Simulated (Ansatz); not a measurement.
## InP and the effect of spin-orbit coupling

```
In P
1.0
     0.00000    2.93050    2.93050
     2.93050    0.00000    2.93050
     2.93050    2.93050    0.00000
In P
1 1
Cartesian
  0.0000 0.0000 0.0000
  4.3957 4.3957 4.3957
```

Kept alike: task band structure; functional PBEsol; k mesh 6 × 6 × 6; occupations fermi-dirac, width 0.05 eV. Program: Ansatz, Ansatz PAW, cutoff 420 eV. The mesh is that of the run's cell of 2 atoms.

```csv
spin-orbit coupling,band gap (eV)
off,0.614
on,0.585
```

Gaps are the smaller of the mesh's and the band path's. All rows use potentials made for PBE.

Problem. What does spin-orbit coupling change here?

Solution. The band gap runs from 0.585 (on) to 0.614 eV (off). Spin-orbit coupling splits p and d bands at the edges, and the more so the heavier the atoms. Measured: 1.42 eV (arxiv:cond-mat/0006134); nearest off, 0.806 eV off. Semilocal gaps fall short of quasiparticle gaps.
